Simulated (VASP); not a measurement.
Si:

```
Si
1.0
     3.83132    0.00000    0.00000
    -1.91566    3.31802    0.00000
     0.00000    0.00000    6.33262
Si
4
Direct
  0.66667 0.33333 0.93699
  0.33333 0.66667 0.43699
  0.66667 0.33333 0.56301
  0.33333 0.66667 0.06301
```

This isn't the form of Si at room conditions, which is diamond.

| Property | Result |
| --- | --- |
| Program | VASP 6.6.1 |
| Task | single point |
| Functional | PBEsol |
| Potentials or basis | VASP PAW PBE potentials, release 64 (Si) |
| Cutoff | 520 eV |
| k mesh | 8 × 8 × 4 |
| Occupations | fermi-dirac, width 0.05 eV |
| Spin | no spin polarisation |

On this cell: pressure -0.3 GPa; largest force 0.009 eV/Å; band gap on the k mesh 0.30 eV, indirect (least direct gap 0.95 eV).

The same run follows on a disturbed copy (atoms moved at random, drawn with an rms of 0.05 Å):

```
Si
1.0
     3.83132    0.00000    0.00000
    -1.91566    3.31802    0.00000
     0.00000    0.00000    6.33262
Si
4
Cartesian
  1.8986 1.1073 5.9547
  0.0205 2.1855 2.7503
  1.9220 1.1461 3.5601
  -0.0362 2.1481 0.3725
```

Question: What changes?

Answer: The energy moves by +16.9 meV/atom; pressure -0.1 GPa; largest force 0.971 eV/Å; band gap on the k mesh none (metal or under the smearing width).

Forces on the atoms (eV/Å):
```
Si  -0.278 -0.764 -0.530
Si  -0.228  0.712  0.005
Si   0.187 -0.751  0.128
Si   0.320  0.803  0.397
```

Stress tensor (GPa, compression positive):
```
 2.55  0.12  0.52
 0.12 -1.86  0.02
 0.52  0.02 -1.07
```

Caveats: the PAW data sets were made with another functional, which shifts forces and pressure a little.
